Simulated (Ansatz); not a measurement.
## Relaxing CaF₂ in the fluorite structure

**The experiment.** The Crystallography Open Database holds a measured cell of cubic CaF2 (space group Fm-3m) at 100 K (2020, doi:10.1039/d0sc05526c): a = 5.451 Å, 13.50 Å³/atom.

Computed with Ansatz (plane waves, PAW, 420 eV cutoff): PBEsol, scalar-relativistic, no spin polarisation, 10×10×10 k-mesh, Gaussian smearing of 0.05 eV. The datasets are Ansatz's generated set soft_2.

The start was a prototype's sites filled with these elements; the Crystallography Open Database holds the compound in this structure.

The first cell, 2 % over the database's volume:

```cif
data_structure
_symmetry_space_group_name_H-M 'P 1'
_symmetry_Int_Tables_number 1
_cell_length_a 3.8754
_cell_length_b 3.8754
_cell_length_c 3.8754
_cell_angle_alpha 60.000
_cell_angle_beta 60.000
_cell_angle_gamma 60.000
_cell_volume 41.16
loop_
_atom_site_label
_atom_site_type_symbol
_atom_site_fract_x
_atom_site_fract_y
_atom_site_fract_z
_atom_site_occupancy
Ca1 Ca 0.00000 0.00000 0.00000 1
F1 F 0.25000 0.25000 0.25000 1
F2 F 0.75000 0.75000 0.75000 1
```

The first steps of the search for zero pressure:

```csv
run,level,k-mesh,kind,V (Å³/atom),P (GPa),gap on the mesh (eV)
1,PBEsol,10×10×10,fixed cell,13.72,-2.7,7.06
```

At which volume does PBEsol reach zero pressure?

13.27 Å³/atom, about 3.3 % under the start.

The steps that followed:

```csv
run,level,k-mesh,kind,V (Å³/atom),P (GPa),E − E(final) (meV/atom),gap on the mesh (eV)
2,PBEsol,10×10×10,fixed cell,13.48,-1.3,0.8,7.16
3,PBEsol,10×10×10,fixed cell,13.27,0.0,0.0,7.25
```

The final structure (symmetry read at 0.01 Å). The structure is cubic, space group Fm-3m (No. 225). The conventional cell has a = 5.420 Å, b = 5.420 Å, c = 5.420 Å, α = 90.00°, β = 90.00°, γ = 90.00°. Ca (site symmetry m-3m) has 8 F at 2.35 Å as nearest neighbours. F (site symmetry -43m) has 4 Ca at 2.35 Å as nearest neighbours. (Shells end 15 % past the nearest neighbour.)

- At the final geometry the gap, band path included, is 7.25 eV.
- The equation of state gives B0 = 86 GPa and B0′ = 4.3.
- The elastic tensor is positive definite (smallest eigenvalue 33 GPa).
- Against the elements' standard states, run alike and uncorrected, the formation energy is -3.96 eV/atom.

**Reading the result.**

Formal charges Ca²⁺, F⁻ balance and leave closed shells on every ion, so a band insulator is expected, and the gap is 7.25 eV.

Within 0.6 eV of the edges the projected states are 99 % F 2p at the top of the valence band and 77 % Ca 4s at the bottom of the conduction band. The lowest excitation takes an electron from F back to Ca, as in ionic insulators.

Shannon's ionic radii give a check on the bond lengths: Ca²⁺ with 8 neighbours 1.12 Å + F⁻ 1.31 Å = 2.43 Å against a computed mean of 2.35 Å. The largest miss is -3 %; bonds shorter than the sum are usual where the bond is partly covalent, as with large, soft anions.

**Against experiment.** PBEsol gives 5.420 Å and 13.27 Å³/atom, −1.7 % in volume (−0.6 % in length) from the database's cell. PBEsol was built to cure PBE's overestimate of volumes, and the static lattice lacks thermal expansion.

Semilocal functionals underestimate band gaps, commonly by a third or more.
